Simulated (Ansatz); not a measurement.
# NaCl, pressure series

Start from NaCl in the rock salt structure (space group Fm-3m, No. 225; a = 5.601 Å).

Cell and atoms are relaxed at each pressure.

Computed with Kohn–Sham DFT with the PBEsol functional, run in Ansatz (an electronic-structure program) with PAW and 420 eV plane waves, spin-orbit coupling left out.

Notes on the quantities. enthalpy: H = E + PV relative to the base's energy.

| change | lattice parameter a | electron mass | enthalpy | band gap |
|---|---|---|---|---|
| base | 560.1 pm | 0.39 mₑ (at Γ) | – | 5.01 eV |
| pressure −2 GPa | 578.6 pm | 0.40 mₑ (at Γ) | -0.29 eV/atom | 4.67 eV |
| pressure −1 GPa | 568.2 pm | 0.39 mₑ (at Γ) | -0.14 eV/atom | 4.86 eV |
| pressure 0.3 GPa | ___ | 0.39 mₑ (at Γ) | +0.04 eV/atom | ___ |
| pressure 0.7 GPa | 555.4 pm | 0.39 mₑ (at Γ) | +0.09 eV/atom | 5.11 eV |
| pressure 1.5 GPa | 550.6 pm | 0.38 mₑ (at Γ) | +0.20 eV/atom | 5.21 eV |
| pressure 3 GPa | 543.1 pm | 0.38 mₑ (at Γ) | +0.39 eV/atom | 5.39 eV |
| pressure 5 GPa | 534.8 pm | 0.37 mₑ (at Γ) | +0.64 eV/atom | 5.60 eV |
| pressure 7.5 GPa | 526.4 pm | 0.37 mₑ (at Γ) | +0.93 eV/atom | 5.83 eV |
| pressure 10 GPa | 519.4 pm | 0.37 mₑ (at Γ) | +1.21 eV/atom | 6.03 eV |

Problem. Some entries are withheld; estimate them.

Solution. 
- pressure 0.3 GPa, lattice parameter a: 558.1 pm
- pressure 0.3 GPa, band gap: 5.05 eV

Load acts through the strain it causes; cell and atoms are relaxed under it. Masses are band curvatures over ±0.01 Å⁻¹ around the edge. Whether these cells are dynamically stable was not tested. Competing high-pressure phases were not computed.
